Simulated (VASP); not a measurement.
**Input and output of a VASP LDA relaxation of cell and atoms on KCl (rocksalt)**

INCAR

```
ISIF = 3
SIGMA = 0.02
LASPH = .TRUE.
NSW = 40
EDIFF = 1E-7
LWAVE = .FALSE.
LCHARG = .FALSE.
LREAL = .FALSE.
NBANDS = 15
IBRION = 2
GGA = CA
ISMEAR = -1
ENCUT = 600
EDIFFG = -5E-3
NELM = 120
PREC = Accurate
```

KPOINTS

```
KPOINTS created by Atomic Simulation Environment
0
Gamma
6 6 6
0 0 0
```

POSCAR

```
K  Cl
 1.0000000000000000
    -0.0000000000000000    3.1891679892388356    3.1891679892388356
     3.1891679892388356   -0.0000000000000000    3.1891679892388356
     3.1891679892388356    3.1891679892388356   -0.0000000000000000
 K   Cl
   1   1
Cartesian
 -0.0000000000000000 -0.0000000000000000  0.0000000000000000
  3.1891679892388356  3.1891679892388356  3.1891679892388356
```

VASP ran with the recommended LDA PAW datasets (16 valence electrons in the cell).

Command

```
mpirun -np 1 vasp_std
```

From OUTCAR

```
k-points           NKPTS =     16   k-points in BZ     NKDIM =     16   number of bands    NBANDS=     15

   NELECT =      16.0000    total number of electrons

   dimension x,y,z NGX =    36 NGY =   36 NGZ =   36
   dimension x,y,z NGXF=    72 NGYF=   72 NGZF=   72

  energy-cutoff  :      600.00
  volume of cell :       56.34
      direct lattice vectors                 reciprocal lattice vectors
     0.000000000  3.042792783  3.042792783    -0.164322724  0.164322724  0.164322724
     3.042792783  0.000000000  3.042792783     0.164322724 -0.164322724  0.164322724
     3.042792783  3.042792783  0.000000000     0.164322724  0.164322724 -0.164322724

 k-points in reciprocal lattice and weights: KPOINTS created by Atomic Simulation Env
   0.00000000  0.00000000  0.00000000       0.005
   0.16666667  0.00000000  0.00000000       0.037
   0.33333333  0.00000000  0.00000000       0.037
   0.50000000  0.00000000  0.00000000       0.019
   0.16666667  0.16666667  0.00000000       0.028
   0.33333333  0.16666667  0.00000000       0.111
   0.50000000  0.16666667  0.00000000       0.111
  -0.33333333  0.16666667  0.00000000       0.111
   ...

 E-fermi :  -1.2347

 k-point     1 :       0.0000    0.0000    0.0000
  band No.  band energies     occupation
      1     -28.2563      2.00000
      2     -13.7971      2.00000
      3     -11.9568      2.00000
      4     -11.9568      2.00000
      5     -11.9568      2.00000
      6      -1.6441      2.00000
      7      -1.6441      2.00000
      8      -1.6441      2.00000
      9       3.4550      0.00000
     10       6.4660      0.00000
     11       6.4660      0.00000
     12       6.4660      0.00000
     13       7.4640      0.00000
     14       7.4640      0.00000
     15      11.1579      0.00000

 k-point     2 :       0.1667    0.0000    0.0000
  band No.  band energies     occupation
      1     -28.2513      2.00000
      2     -13.8658      2.00000
      3     -11.9601      2.00000
      4     -11.9601      2.00000
      5     -11.8702      2.00000
      6      -2.0488      2.00000
      7      -1.7620      2.00000
      8      -1.7620      2.00000
      9       4.1710      0.00000
     10       6.2914      0.00000
     11       6.8526      0.00000
     12       6.8526      0.00000
     13       7.9096      0.00000
     14       7.9096      0.00000
     15      12.2617      0.00000

 k-point     3 :       0.3333    0.0000    0.0000
  band No.  band energies     occupation
      1     -28.2413      2.00000
      2     -13.9886      2.00000
      3     -11.9666      2.00000
      4     -11.9666      2.00000
      5     -11.7101      2.00000
      6      -2.6963      2.00000
      7      -1.9816      2.00000
      8      -1.9816      2.00000
      9       5.3934      0.00000
     10       6.5156      0.00000
     11       7.9074      0.00000
     12       7.9074      0.00000
     13       9.0215      0.00000
     14       9.0215      0.00000
     15      11.5902      0.00000

 k-point     4 :       0.5000    0.0000    0.0000
  band No.  band energies     occupation
      1     -28.2363      2.00000
      2     -14.0444      2.00000
      3     -11.9698      2.00000
      4     -11.9698      2.00000
      5     -11.6348      2.00000
      6      -2.9720      2.00000
      7      -2.0844      2.00000
      8      -2.0844      2.00000
      9       5.8285      0.00000
     10       6.9978      0.00000
     11       8.9491      0.00000
     12       8.9491      0.00000
     13       9.8353      0.00000
     14       9.8353      0.00000
     15      10.7314      0.00000

 k-point     5 :       0.1667    0.1667    0.0000
  band No.  band energies     occupation
      1     -28.2498      2.00000
      2     -13.8589      2.00000
      3     -11.9789      2.00000
      4     -11.9789      2.00000
      5     -11.8560      2.00000
      6      -2.1833      2.00000
      7      -1.7287      2.00000
      8      -1.7287      2.00000
      9       4.3061      0.00000
     10       5.7243      0.00000
     11       7.2680      0.00000
     12       7.2680      0.00000
     13       7.7013      0.00000
     14       8.3378      0.00000
     15      12.5889      0.00000

 k-point     6 :       0.3333    0.1667    0.0000
  band No.  band energies     occupation
      1     -28.2415      2.00000
      2     -13.9102      2.00000
      3     -11.9934      2.00000
      4     -11.9899      2.00000
      5     -11.8024      2.00000
      6      -2.5376      2.00000
      7      -1.9370      2.00000
      8      -1.8721      2.00000
      9       5.2923      0.00000
     10       5.6415      0.00000
     11       8.1044      0.00000
     12       8.2458      0.00000
     13       8.3722      0.00000
     14       9.1069      0.00000
     15      11.4405      0.00000

 k-point     7 :       0.5000    0.1667    0.0000
  band No.  band energies     occupation
      1     -28.2349      2.00000
      2     -13.9633      2.00000
      3     -12.0145      2.00000
      4     -11.9892      2.00000
      5     -11.7356      2.00000
      6      -2.7689      2.00000
      7      -2.1271      2.00000
      8      -2.0381      2.00000
      9       5.8243      0.00000
     10       6.6847      0.00000
     11       8.7268      0.00000
     12       9.1359      0.00000
     13       9.1365      0.00000
     14       9.6061      0.00000
     15      10.5101      0.00000

 k-point     8 :      -0.3333    0.1667    0.0000
  band No.  band energies     occupation
      1     -28.2365      2.00000
      2     -13.9684      2.00000
      3     -12.0310      2.00000
      4     -11.9704      2.00000
      5     -11.7147      2.00000
      6      -2.7513      2.00000
      7      -2.0689      2.00000
      8      -2.0504      2.00000
      9       5.8957      0.00000
     10       6.5444      0.00000
     11       8.2012      0.00000
     12       8.4588      0.00000
     13       9.0126      0.00000
     14      10.1766      0.00000
     15      10.7058      0.00000

 k-point     9 :      -0.1667    0.1667    0.0000
  band No.  band energies     occupation
      1     -28.2447      2.00000
      2     -13.9221      2.00000
      3     -12.0044      2.00000
      4     -11.9558      2.00000
      5     -11.7789      2.00000
      6      -2.4388      2.00000
      7      -1.9361      2.00000
      8      -1.8385      2.00000
      9       5.0197      0.00000
     10       6.0557      0.00000
     11       7.1956      0.00000
     12       7.9105      0.00000
     13       8.2050      0.00000
     14       8.8753      0.00000
     15      11.8791      0.00000

 k-point    10 :       0.3333    0.3333    0.0000
  band No.  band energies     occupation
      1     -28.2369      2.00000
      2     -13.8037      2.00000
      3     -12.0237      2.00000
      4     -12.0237      2.00000
      5     -11.9605      2.00000
      6      -2.5158      2.00000
      7      -1.8536      2.00000
      8      -1.8536      2.00000
      9       4.7669      0.00000
     10       5.7799      0.00000
     11       8.2527      0.00000
     12       9.1906      0.00000
     13       9.2149      0.00000
     14       9.2149      0.00000
     15      10.4568      0.00000

 k-point    11 :       0.5000    0.3333    0.0000
  band No.  band energies     occupation
      1     -28.2321      2.00000
      2     -13.7762      2.00000
      3     -12.1138      2.00000
      4     -12.0274      2.00000
      5     -11.9479      2.00000
      6      -2.4443      2.00000
      7      -2.0770      2.00000
      8      -1.9448      2.00000
      9       4.9159      0.00000
     10       6.8319      0.00000
     11       8.3399      0.00000
     12       8.8473      0.00000
     13       9.1803      0.00000
     14       9.8606      0.00000
     15      10.4658      0.00000

 k-point    12 :      -0.3333    0.3333    0.0000
  band No.  band energies     occupation
      1     -28.2319      2.00000
      2     -13.8634      2.00000
      3     -12.1205      2.00000
      4     -12.0009      2.00000
      5     -11.8176      2.00000
      6      -2.5163      2.00000
      7      -2.2280      2.00000
      8      -2.0505      2.00000
      9       5.8048      0.00000
     10       6.9454      0.00000
     11       8.1803      0.00000
     12       8.6101      0.00000
     13       9.0686      0.00000
     14       9.9651      0.00000
     15      11.1837      0.00000

 k-point    13 :       0.5000    0.5000    0.0000
  band No.  band energies     occupation
      1     -28.2307      2.00000
      2     -13.6636      2.00000
      3     -12.1884      2.00000
      4     -12.0463      2.00000
      5     -12.0463      2.00000
      6      -2.4042      2.00000
      7      -1.8978      2.00000
      8      -1.8978      2.00000
      9       4.4061      0.00000
     10       6.7963      0.00000
     11       8.5836      0.00000
     12       8.6051      0.00000
     13       9.1735      0.00000
     14      10.2544      0.00000
     15      10.2544      0.00000

 ...

  Total        0.0062962      0.0062962      0.0062962     -0.0000000      0.0000000      0.0000000
  in kB        0.1790374      0.1790374      0.1790374     -0.0000000      0.0000000      0.0000000
  external PRESSURE =       0.1790374 kB  Pullay stress =       0.0000000 kB

 POSITION                                       TOTAL-FORCE (eV/Angst)
 -----------------------------------------------------------------------------------
      0.00000      0.00000      0.00000        -0.000000     -0.000000     -0.000000
      3.04279      3.04279      3.04279         0.000000      0.000000      0.000000
 -----------------------------------------------------------------------------------
    total drift:                                0.000000      0.000000      0.000000

  FREE ENERGIE OF THE ION-ELECTRON SYSTEM (eV)
  ---------------------------------------------------
  free  energy   TOTEN  =        -7.4081742179 eV

  energy  without entropy=       -7.4081742178  energy(sigma->0) =       -7.40817422
```

CONTCAR

```
K  Cl
   1.00000000000000
     0.0000000000000000    3.0427927832962212    3.0427927832962212
     3.0427927832962212    0.0000000000000000    3.0427927832962212
     3.0427927832962212    3.0427927832962212    0.0000000000000000
  K               Cl
     1     1
Direct
     0.0000000000000000    0.0000000000000000    0.0000000000000000
     0.5000000000000000    0.5000000000000000    0.5000000000000000

  0.00000000E+00  0.00000000E+00  0.00000000E+00
  0.00000000E+00  0.00000000E+00  0.00000000E+00
```

```yaml
relaxed_cell_vector_lengths: 4.303, 4.303, 4.303 Å
relaxed_cell_volume: 56.34 Å³
```

The run was restarted once from its relaxed cell; OSZICAR and OUTCAR are the second run's.

The run (the restart alone) took about 16 s on one core of a shared host (Intel Xeon Platinum 8488C) and held 0.17 GiB at most.
